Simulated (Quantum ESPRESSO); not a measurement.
# 2H-MoTe2, 1 layer: a series in biaxial strain, part 3 of 7

Wanted: a table for 2H-MoTe2, 1 layer against biaxial strain, and what can be fitted to it.

Quantum ESPRESSO 7.5; plane-wave DFT, PBE, GBRV ultrasoft pseudopotentials.

So far. Step 2 (Relaxing cell and ions of the reference):  The last row is no step: it is a fresh SCF in the final cell with a new plane-wave basis, -0 meV from the row before. Step 3 (Relaxing the ions, -4 %): The relaxation lowers the energy by 15 meV an atom.

## Step 5: Potential by pp.x, -4 %

plot_num = 11 writes the bare and Hartree potential, from which vacuum levels or, in a crystal, the mean potential are read.

The input, m0.pot.in:

```
&inputpp
  prefix = 'm0.scf'
  outdir = './out'
  filplot = 'm0.pot.dat'
  plot_num = 11
/
```

Command:

```
> OMP_NUM_THREADS=1 mpirun -n 4 pp.x -in m0.pot.in > m0.pot.out
```

Output:

```text
[banner, memory and clock lines left out]
Program POST-PROC v.7.5 starts

          URL

     ./out/m0.scf.save/

     IMPORTANT: XC functional enforced from input :
     Exchange-correlation= PBE
                           (   1   4   3   4   0   0   0)
     Any further DFT definition will be discarded
     Please, verify this is what you really want

     negative rho (up, down):  2.183E-03 0.000E+00

     Calling punch_plot, plot_num =  11
     Writing data to file  m0.pot.dat
     Message from routine chdens:
     namelist plot not found or invalid, exiting
```

The job ended after 0.93 s (4 MPI ranks of Arm Neoverse V1, shared host; peak memory 0.09 GiB; 3.4 s of CPU time).

This step gave:

* slope of the potential above: 2.56e-4 eV/Å
* upper vacuum line continued to the top atoms, over the valence top: 4.670 eV
* slope of the potential below: -1.62e-4 eV/Å
* lower vacuum line continued to the bottom atoms, over the valence top: 4.671 eV
* vacuum level at the upper face over the valence top of the mesh: 4.672 eV
* vacuum level at the lower face over the valence top of the mesh: 4.672 eV

Electrostatic potential energy of an electron; zero at the highest filled level of the SCF mesh. The potential energy, planar mean by z:

z (Å), potential energy, planar mean (eV) and a bar from the least value:
```
      0.0        4.7 ##################
      0.5        4.7 ##################
      1.0        4.7 ##################
      1.5        4.7 ##################
      2.0        4.7 ##################
      2.5        4.7 ##################
      3.0        4.7 ##################
      3.5        4.7 ##################
      4.0        4.7 ##################
      4.5        4.7 ##################
      5.0        4.6 ##################
      5.5        4.4 ##################
      6.0        3.6 #################
      6.5        0.9 ###############
      7.0       10.0 #####################
      7.5       22.8 ##############################
      8.0       10.7 ######################
      8.5       -3.6 ############
      9.0      -14.7 #####
      9.5      -21.9 
     10.0       -7.9 #########
     10.5        0.5 ###############
     11.0       18.9 ###########################
     11.5       19.5 ############################
     12.0        2.7 #################
     12.5        2.5 ################
     13.0        4.1 #################
     13.5        4.5 ##################
     14.0        4.6 ##################
     14.5        4.7 ##################
     15.0        4.7 ##################
     15.5        4.7 ##################
     16.0        4.7 ##################
     16.5        4.7 ##################
     17.0        4.7 ##################
     17.5        4.7 ##################
     18.0        4.7 ##################
     18.5        4.7 ##################
```

## Step 6: Bands along a path, -4 %

Bands along a path place the edges.

The input, m0.bands.in:

```
&control
  prefix = 'm0.bands'
  outdir = './out'
  pseudo_dir = './pseudo'
  calculation = 'bands'
/
&system
  ibrav = 0
  nat = 3
  ntyp = 2
  ecutwfc = 40
  ecutrho = 200
  occupations = 'smearing'
  smearing = 'fd'
  degauss = 0.002
  nbnd = 19
/
&electrons
  conv_thr = 1e-07
  mixing_beta = 0.4
  electron_maxstep = 120
  mixing_mode = 'plain'
/
ATOMIC_SPECIES
  Te  127.6000  te_pbe_v1.uspp.F.UPF
  Mo  95.9500  mo_pbe_v1.uspp.F.UPF
CELL_PARAMETERS angstrom
  3.42375696288000 0.00000000000000 0.00000000000000
  -1.71187848096000 2.96506050624000 0.00000000000000
  0.00000000000000 0.00000000000000 18.77410263100000
ATOMIC_POSITIONS crystal
  Te  0.333333333300 0.666666666700 0.400442583000
  Mo  0.000000000000 0.000000000000 0.500000000000
  Te  0.333333333300 0.666666666700 0.599557417000
K_POINTS crystal_b
4
  0.0000000000 0.0000000000 0.0000000000 12
  0.5000000000 0.0000000000 0.0000000000 12
  0.3333333333 0.3333333333 0.0000000000 12
  0.0000000000 0.0000000000 0.0000000000 1
```

Command:

```
> cp -r out/m0.scf.save out/m0.bands.save
> cp out/m0.scf.xml out/m0.bands.xml
> OMP_NUM_THREADS=1 mpirun -n 4 pw.x -nk 4 -in m0.bands.in > m0.bands.out
```

Output:

```text
[banner, memory and clock lines left out]
Program PWSCF v.7.5 starts

          URL

     Atomic positions and unit cell read from directory:
     ./out/m0.bands.save/

     Message from routine setup:
     using ibrav=0 with symmetry is DISCOURAGED, use correct ibrav instead

     G-vector sticks info

     bravais-lattice index     =            0
     lattice parameter (alat)  =       6.4700  a.u.
     unit-cell volume          =    1286.1519 (a.u.)^3
     number of atoms/cell      =            3
     number of atomic types    =            2
     number of electrons       =        26.00
     number of Kohn-Sham states=           19
     kinetic-energy cutoff     =      40.0000  Ry
     charge density cutoff     =     200.0000  Ry
     Exchange-correlation= SLA  PW   PBE  PBE
                           (   1   4   3   4   0   0   0)

     celldm(1)=   6.469963  celldm(2)=   0.000000  celldm(3)=   0.000000
     celldm(4)=   0.000000  celldm(5)=   0.000000  celldm(6)=   0.000000

     crystal axes: (cart. coord. in units of alat)
               a(1) = (   1.000000   0.000000   0.000000 )
               a(2) = (  -0.500000   0.866025   0.000000 )
               a(3) = (   0.000000   0.000000   5.483480 )

     reciprocal axes: (cart. coord. in units 2 pi/alat)
               b(1) = (  1.000000  0.577350 -0.000000 )
               b(2) = (  0.000000  1.154701  0.000000 )
               b(3) = (  0.000000 -0.000000  0.182366 )

     PseudoPot. # 1 for Te read from file:
     ./pseudo/te_pbe_v1.uspp.F.UPF
     Pseudo is Ultrasoft + core correction, Zval =  6.0
     Generated by new atomic code, or converted to UPF format
     Using radial grid of  891 points,  5 beta functions with:
                l(1) =   0
                l(2) =   0
                l(3) =   1
                l(4) =   1
                l(5) =   2
     Q(r) pseudized with  6 coefficients,  rinner =    1.800   1.800   1.800
                                                       1.800   1.800

     PseudoPot. # 2 for Mo read from file:
     ./pseudo/mo_pbe_v1.uspp.F.UPF
     Pseudo is Ultrasoft + core correction, Zval = 14.0
     Generated by new atomic code, or converted to UPF format
     Using radial grid of  889 points,  6 beta functions with:
                l(1) =   0
                l(2) =   0
                l(3) =   1
                l(4) =   1
                l(5) =   2
                l(6) =   2
     Q(r) pseudized with  6 coefficients,  rinner =    1.000   1.000   1.000
                                                       1.000   1.000

     atomic species   valence    mass     pseudopotential
     Te                6.00   127.60000     Te( 1.00)
     Mo               14.00    95.95000     Mo( 1.00)

     12 Sym. Ops. (no inversion) found

   Cartesian axes

     site n.     atom                  positions (alat units)
         1        Te     tau(   1) = (   0.0000000   0.5773503   2.1958189  )
         2        Mo     tau(   2) = (   0.0000000   0.0000000   2.7417400  )
         3        Te     tau(   3) = (   0.0000000   0.5773503   3.2876611  )

     number of k points=    37  Fermi-Dirac smearing, width (Ry)=  0.0020
                       cart. coord. in units 2pi/alat
        k(    1) = (   0.0000000   0.0000000   0.0000000), wk =   0.0540541
        k(    2) = (   0.0416667   0.0240563   0.0000000), wk =   0.0540541
        k(    3) = (   0.0833333   0.0481125   0.0000000), wk =   0.0540541
        k(    4) = (   0.1250000   0.0721688   0.0000000), wk =   0.0540541
        k(    5) = (   0.1666667   0.0962250   0.0000000), wk =   0.0540541
        k(    6) = (   0.2083333   0.1202813   0.0000000), wk =   0.0540541
        k(    7) = (   0.2500000   0.1443376   0.0000000), wk =   0.0540541
        k(    8) = (   0.2916667   0.1683938   0.0000000), wk =   0.0540541
        k(    9) = (   0.3333333   0.1924501   0.0000000), wk =   0.0540541
        k(   10) = (   0.3750000   0.2165064   0.0000000), wk =   0.0540541
        k(   11) = (   0.4166667   0.2405626   0.0000000), wk =   0.0540541
        k(   12) = (   0.4583333   0.2646189   0.0000000), wk =   0.0540541
        k(   13) = (   0.5000000   0.2886751   0.0000000), wk =   0.0540541
        k(   14) = (   0.4861111   0.3127314   0.0000000), wk =   0.0540541
        k(   15) = (   0.4722222   0.3367877   0.0000000), wk =   0.0540541
        k(   16) = (   0.4583333   0.3608439   0.0000000), wk =   0.0540541
        k(   17) = (   0.4444444   0.3849002   0.0000000), wk =   0.0540541
        k(   18) = (   0.4305556   0.4089564   0.0000000), wk =   0.0540541
        k(   19) = (   0.4166667   0.4330127   0.0000000), wk =   0.0540541
        k(   20) = (   0.4027778   0.4570690   0.0000000), wk =   0.0540541
        k(   21) = (   0.3888889   0.4811252   0.0000000), wk =   0.0540541
        k(   22) = (   0.3750000   0.5051815   0.0000000), wk =   0.0540541
        k(   23) = (   0.3611111   0.5292377   0.0000000), wk =   0.0540541
        k(   24) = (   0.3472222   0.5532940   0.0000000), wk =   0.0540541
        k(   25) = (   0.3333333   0.5773503   0.0000000), wk =   0.0540541
        k(   26) = (   0.3055556   0.5292377   0.0000000), wk =   0.0540541
        k(   27) = (   0.2777778   0.4811252   0.0000000), wk =   0.0540541
        k(   28) = (   0.2500000   0.4330127   0.0000000), wk =   0.0540541
        k(   29) = (   0.2222222   0.3849002   0.0000000), wk =   0.0540541
        k(   30) = (   0.1944444   0.3367877   0.0000000), wk =   0.0540541
        k(   31) = (   0.1666667   0.2886751   0.0000000), wk =   0.0540541
        k(   32) = (   0.1388889   0.2405626   0.0000000), wk =   0.0540541
        k(   33) = (   0.1111111   0.1924501   0.0000000), wk =   0.0540541
        k(   34) = (   0.0833333   0.1443376   0.0000000), wk =   0.0540541
        k(   35) = (   0.0555556   0.0962250   0.0000000), wk =   0.0540541
        k(   36) = (   0.0277778   0.0481125   0.0000000), wk =   0.0540541
        k(   37) = (   0.0000000   0.0000000   0.0000000), wk =   0.0540541

     Dense  grid:    61557 G-vectors     FFT dimensions: (  30,  30, 160)

     Smooth grid:    43949 G-vectors     FFT dimensions: (  27,  27, 144)

     The potential is recalculated from file :
     ./out/m0.bands.save/charge-density

     negative rho (up, down):  2.183E-03 0.000E+00
     Starting wfcs are   21 randomized atomic wfcs

     Band Structure Calculation
     Davidson diagonalization with overlap

     ethr =  3.85E-10,  avg # of iterations = 39.6

     End of band structure calculation

          k = 0.0000 0.0000 0.0000 (  5555 PWs)   bands (ev):

   -59.5979 -33.8152 -33.5859 -33.5859 -11.8974 -11.0735  -4.1819  -1.1914
    -0.3177  -0.3177   0.2149   0.4560   0.4560   4.5062   4.5062   4.7236
[...]
4.6294   5.0579   5.4803

          k = 0.1667 0.0962 0.0000 (  5521 PWs)   bands (ev):

   -59.5945 -33.8064 -33.6286 -33.5959 -11.4747 -10.7593  -3.7305  -1.5531
    -1.1954  -0.0257   0.0251   0.1664   0.2424   3.0117   3.3905   3.9570
     4.6895   5.2478   5.6949

          k = 0.2083 0.1203 0.0000 (  5525 PWs)   bands (ev):

   -59.5928 -33.8021 -33.6491 -33.6008 -11.2476 -10.5912  -3.5133  -1.7730
    -1.6247  -0.2262  -0.0880   0.1929   0.1979   2.6371   3.2855   3.6751
     4.7381   5.4875   5.9628

          k = 0.2500 0.1443 0.0000 (  5523 PWs)   bands (ev):

   -59.5910 -33.7976 -33.6709 -33.6060 -10.9816 -10.3956  -3.3037  -2.0862
    -2.0738  -0.4247  -0.3566   0.1029   0.3880   2.4270   3.3306   3.4159
     4.7703   5.7734   6.2760

          k = 0.2917 0.1684 0.0000 (  5505 PWs)   bands (ev):

   -59.5892 -33.7930 -33.6927 -33.6111 -10.6863 -10.1805  -3.2159  -2.4668
    -2.4545  -0.6090  -0.5752   0.0086   0.5813   2.3700   3.1958   3.4790
     4.7863   6.0992   6.6147

          k = 0.3333 0.1925 0.0000 (  5497 PWs)   bands (ev):

   -59.5875 -33.7887 -33.7130 -33.6160 -10.3754  -9.9578  -3.4767  -2.8774
    -2.5367  -0.7701  -0.7254  -0.0378   0.7610   2.4215   3.0261   3.6836
     4.7898   6.4532   6.9057

          k = 0.3750 0.2165 0.0000 (  5474 PWs)   bands (ev):

   -59.5861 -33.7851 -33.7303 -33.6201 -10.0702  -9.7441  -3.9146  -3.2863
    -2.4514  -0.9014  -0.8194  -0.0070   0.9106   2.5368   2.9114   3.9027
     4.7857   6.2996   6.8298

          k = 0.4167 0.2406 0.0000 (  5466 PWs)   bands (ev):

   -59.5850 -33.7823 -33.7435 -33.6232  -9.8019  -9.5618  -4.3175  -3.6268
    -2.3807  -0.9982  -0.8743   0.0846   1.0183   2.6797   2.8473   4.0970
     4.7788   5.7135   6.8973

          k = 0.4583 0.2646 0.0000 (  5456 PWs)   bands (ev):

   -59.5843 -33.7805 -33.7518 -33.6252  -9.6122  -9.4369  -4.5976  -3.8535
    -2.3452  -1.0574  -0.9025   0.1814   1.0809   2.8096   2.8199   4.2303
     4.7730   5.2857   6.8843

          k = 0.5000 0.2887 0.0000 (  5462 PWs)   bands (ev):

   -59.5840 -33.7799 -33.7546 -33.6259  -9.5428  -9.3922  -4.6985  -3.9332
    -2.3353  -1.0773  -0.9112   0.2224   1.1010   2.8132   2.8659   4.2775
     4.7708   5.1238   6.8976

          k = 0.4861 0.3127 0.0000 (  5446 PWs)   bands (ev):

   -59.5840 -33.7798 -33.7542 -33.6267  -9.5377  -9.3880  -4.6885  -3.9288
    -2.3312  -1.1079  -0.9006   0.1807   1.0813   2.7975   2.8965   4.2960
     4.6701   5.1346   7.0249

          k = 0.4722 0.3368 0.0000 (  5450 PWs)   bands (ev):

   -59.5839 -33.7796 -33.7530 -33.6291  -9.5227  -9.3756  -4.6586  -3.9159
    -2.3196  -1.1852  -0.8814   0.0533   1.0356   2.7766   2.9578   4.3486
     4.4261   5.1647   7.3290

          k = 0.4583 0.3608 0.0000 (  5444 PWs)   bands (ev):

   -59.5838 -33.7793 -33.7511 -33.6330  -9.4982  -9.3555  -4.6090  -3.8952
    -2.3018  -1.2937  -0.8654  -0.1577   0.9890   2.7578   3.0337   4.1215
     4.4361   5.2093   7.5720

          k = 0.4444 0.3849 0.0000 (  5454 PWs)   bands (ev):

   -59.5836 -33.7789 -33.7484 -33.6383  -9.4651  -9.3284  -4.5401  -3.8680
    -2.2804  -1.4245  -0.8551  -0.4360   0.9567   2.7385   3.1188   3.8141
     4.5463   5.2647   7.6635

          k = 0.4306 0.4090 0.0000 (  5468 PWs)   bands (ev):

   -59.5834 -33.7784 -33.7449 -33.6447  -9.4248  -9.2956  -4.4526  -3.8361
    -2.2599  -1.5698  -0.8508  -0.7557   0.9419   2.7163   3.2100   3.5265
     4.6742   5.3296   7.7327

          k = 0.4167 0.4330 0.0000 (  5470 PWs)   bands (ev):

   -59.5832 -33.7778 -33.7408 -33.6521  -9.3789  -9.2585  -4.3474  -3.8022
    -2.2485  -1.7207  -1.0881  -0.8522   0.9437   2.6892   3.2715   3.3056
     4.8114   5.4047   7.8060

          k = 0.4028 0.4571 0.0000 (  5484 PWs)   bands (ev):

   -59.5830 -33.7773 -33.7362 -33.6602  -9.3299  -9.2192  -4.2257  -3.7695
    -2.2632  -1.8676  -1.4000  -0.8592   0.9598   2.6565   3.0558   3.4038
     4.9496   5.4915   7.8141

          k = 0.3889 0.4811 0.0000 (  5492 PWs)   bands (ev):

   -59.5828 -33.7767 -33.7310 -33.6687  -9.2805  -9.1799  -4.0896  -3.7418
    -2.3381  -2.0002  -1.6443  -0.8711   0.9877   2.6190   2.8826   3.5019
     5.0800   5.5913   7.4172

          k = 0.3750 0.5052 0.0000 (  5490 PWs)   bands (ev):

   -59.5826 -33.7763 -33.7254 -33.6772  -9.2342  -9.1436  -3.9427  -3.7228
    -2.5031  -2.1091  -1.7793  -0.8863   1.0231   2.5794   2.7524   3.5955
     5.1941   5.7051   7.0388

          k = 0.3611 0.5292 0.0000 (  5476 PWs)   bands (ev):

   -59.5824 -33.7759 -33.7198 -33.6852  -9.1951  -9.1135  -3.7933  -3.7141
    -2.7188  -2.1871  -1.8293  -0.9023   1.0593   2.5430   2.6639   3.6773
     5.2838   5.8321   6.7001

          k = 0.3472 0.5533 0.0000 (  5480 PWs)   bands (ev):

   -59.5823 -33.7756 -33.7147 -33.6919  -9.1681  -9.0929  -3.7138  -3.6628
    -2.9095  -2.2316  -1.8426  -0.9153   1.0877   2.5165   2.6140   3.7366
     5.3415   5.9652   6.4260

          k = 0.3333 0.5774 0.0000 (  5472 PWs)   bands (ev):

   -59.5823 -33.7755 -33.7123 -33.6949  -9.1580  -9.0853  -3.7157  -3.6050
    -2.9910  -2.2451  -1.8443  -0.9208   1.0990   2.5067   2.5984   3.7594
     5.3616   6.0473   6.2927

          k = 0.3056 0.5292 0.0000 (  5474 PWs)   bands (ev):

   -59.5825 -33.7759 -33.7183 -33.6862  -9.2070  -9.1208  -3.7389  -3.6884
    -2.7456  -2.2075  -1.8486  -0.8895   1.0497   2.5405   2.6496   3.6565
     5.2814   5.9724   6.5951

          k = 0.2778 0.4811 0.0000 (  5474 PWs)   bands (ev):

   -59.5830 -33.7774 -33.7238 -33.6722  -9.3666  -9.2341  -3.8248  -3.5639
    -2.3219  -2.1333  -1.8680  -0.7787   0.9313   2.5752   2.7720   3.4123
     5.0706   6.1509   7.0698

          k = 0.2500 0.4330 0.0000 (  5473 PWs)   bands (ev):

   -59.5840 -33.7799 -33.7234 -33.6577  -9.6310  -9.4204  -3.7325  -3.3101
    -2.0795  -2.0506  -1.7163  -0.5886   0.8192   2.4773   2.9154   3.2066
     4.8108   6.5531   7.4915

          k = 0.2222 0.3849 0.0000 (  5489 PWs)   bands (ev):

   -59.5855 -33.7835 -33.7163 -33.6436  -9.9681  -9.6594  -3.4906  -2.9359
    -2.1977  -1.9501  -1.2625  -0.3503   0.7634   2.2660   3.0262   3.0942
     4.5986   7.0136   7.1976

          k = 0.1944 0.3368 0.0000 (  5507 PWs)   bands (ev):

   -59.5872 -33.7880 -33.7027 -33.6306 -10.3372  -9.9244  -3.1999  -2.4891
    -2.3483  -1.7957  -0.8073  -0.1062   0.7306   2.1274   3.0243   3.0648
     4.5047   6.5872   7.0970

          k = 0.1667 0.2887 0.0000 (  5533 PWs)   bands (ev):

   -59.5893 -33.7932 -33.6841 -33.6190 -10.7041 -10.1910  -3.1231  -2.2592
    -2.0831  -1.5037  -0.4137   0.1066   0.6291   2.1942   3.0353   3.0531
     4.5254   6.1305   6.6456

          k = 0.1389 0.2406 0.0000 (  5527 PWs)   bands (ev):

   -59.5914 -33.7986 -33.6622 -33.6090 -11.0436 -10.4403  -3.3281  -1.8688
    -1.8145  -1.0273  -0.1249   0.2647   0.4542   2.4422   3.0723   3.2153
     4.5910   5.7349   6.2312

          k = 0.1111 0.1925 0.0000 (  5553 PWs)   bands (ev):

   -59.5934 -33.8038 -33.6393 -33.6007 -11.3388 -10.6585  -3.5937  -1.6164
    -1.4083  -0.5055  -0.0020   0.3018   0.3635   2.8136   3.2032   3.5745
     4.6341   5.4061   5.8723

          k = 0.0833 0.1443 0.0000 (  5523 PWs)   bands (ev):

   -59.5953 -33.8084 -33.6181 -33.5942 -11.5782 -10.8360  -3.8358  -1.4478
    -0.9778  -0.0777  -0.0632   0.2595   0.4154   3.3121   3.4910   4.0043
     4.6268   5.1471   5.5808

          k = 0.0556 0.0962 0.0000 (  5533 PWs)   bands (ev):

   -59.5967 -33.8121 -33.6010 -33.5896 -11.7540 -10.9667  -4.0236  -1.3119
    -0.6282  -0.2014   0.2407   0.2434   0.4401   3.8955   3.9095   4.3850
     4.5802   4.9593   5.3674

          k = 0.0278 0.0481 0.0000 (  5573 PWs)   bands (ev):

   -59.5976 -33.8144 -33.5898 -33.5869 -11.8613 -11.0466  -4.1417  -1.2226
    -0.3984  -0.2877   0.2239   0.4054   0.4521   4.3231   4.4372   4.5284
     4.6370   4.8398   5.2379

          k = 0.0000 0.0000 0.0000 (  5555 PWs)   bands (ev):

   -59.5979 -33.8152 -33.5859 -33.5859 -11.8974 -11.0735  -4.1819  -1.1914
    -0.3177  -0.3177   0.2149   0.4560   0.4560   4.5062   4.5062   4.7236
     4.7236   4.7580   5.1938

     XML data file, pseudopotentials, collected wavefunctions

                                        0.00s GPU  (     433 calls)
```

Wall time 16 s (4 MPI ranks); peak memory 0.3 GiB.

This step gave:

| Item | Value |
| --- | --- |
| conduction bottom, on the run's zero | 2.127 eV |
| gap by band count | 1.026 eV |

Band numbers count within the set of bands kept for display. The electronic bands at the labelled points (eV, zero at the highest filled level of the SCF mesh; v1 is the highest filled band, c1 the lowest empty one):

```tsv
point	v4	v3	v2	v1	c1	c2	c3	c4
Γ	-1.42	-0.89	-0.64	-0.64	3.41	3.41	3.62	3.62
halfway	-1.53	-1.46	-1.00	-0.71	1.33	2.23	2.31	3.67
M	-2.18	-2.01	-0.88	0.00	1.71	1.76	3.18	3.67
halfway	-2.82	-2.19	-1.95	-0.16	1.59	2.17	2.20	3.71
K	-3.35	-2.95	-2.02	0.00	1.41	1.50	2.66	4.26
halfway	-2.60	-1.51	-0.99	-0.47	1.09	1.93	1.95	3.42
Γ	-1.42	-0.89	-0.64	-0.64	3.41	3.41	3.62	3.62
```

Along this path the valence top lies at M and the conduction bottom between K and Γ. The valence levels at M and K lie only 0.00 eV apart, so strain, functional or spin-orbit coupling can change their order; in real monolayers of this family spin-orbit coupling lifts K.

(Continued in part 4 of 7.)

[Logs are printed without paths, hosts, clocks, repeated set-up lines and the standing remarks that a program may print on its own settings, such as how far it seeks lower states.]

[Hosts, paths, dates, database ids (printed as entryN), source tags and the programs' standing remarks are cut or masked in the printed files.]

[Maps of the electrostatic potential energy from Ansatz leave out the sawtooth potential of an applied field or a dipole correction, so their vacuum need not be flat; planar profiles and work functions include it.]
